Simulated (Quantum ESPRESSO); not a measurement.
CoO in Quantum ESPRESSO: convergence with SCF threshold

CoO:

```
CELL_PARAMETERS angstrom
0.00000 2.34364 2.34364
2.34364 0.00000 2.34364
2.34364 2.34364 0.00000
ATOMIC_POSITIONS crystal
Co 0.94332 0.01099 0.99424
O 0.27538 0.23469 0.22289
```

The cell comes from a database or a generator and needn't be the stable form of this composition.

The cell isn't the ideal one: atoms moved at random, drawn with an rms of 0.15 Å.

* Program: Quantum ESPRESSO 7.5
* Task: single point
* Functional: PBE
* Potentials or basis: SSSP 1.3 efficiency PBE
* Cutoff: 748 eV
* Density cutoff: 5987 eV
* k mesh: 6 × 6 × 6
* Occupations: fermi-dirac, width 0.05 eV
* Spin: collinear spin, ferromagnetic start
* Starting moments: [2.0, 0.0] μB

These are the settings of the first run; the series varies SCF threshold, with any setting tied to it.

Hardware: 1 thread of Intel(R) Xeon(R) Platinum 8259CL CPU @ 2.50GHz (Skylake/Cascade Lake) (shared host).

```tsv
SCF threshold	energy less the tightest run, at zero smearing (meV/atom)	pressure (GPa)	largest force (eV/Å)	SCF cycles	CPU time (s)	peak memory (GiB)
0.001 Ry	0.49	-13.07	1.514	8	65	0.23
0.0001 Ry	0.01	-8.16	1.552	10	80	0.23
1e-05 Ry	0.01	-8.16	1.552	10	78	0.23
1e-06 Ry	0.00	-9.35	1.566	12	95	0.23
1e-07 Ry	0.00	-9.74	1.565	13	98	0.23
1e-08 Ry	0.00	-9.55	1.563	14	110	0.23
1e-10 Ry	0.00	-9.64	1.564	17	130	0.23
1e-12 Ry	0.00	-9.64	1.564	21	150	0.24
```

Against the tightest run, the energy stays within 1 meV/atom from 0.001 Ry on; the pressure stays within 0.1 GPa from 1e-07 Ry on; the largest force stays within 0.005 eV/Å from 1e-06 Ry on. The tightest run that finished is the yardstick and may itself not be fully converged.

Caveat, for the tightest run too: the k mesh is coarse (spacing up to 0.39 Å⁻¹), so the values aren't converged; a cell with one magnetic atom can't hold antiferromagnetic order, which such compounds often take.
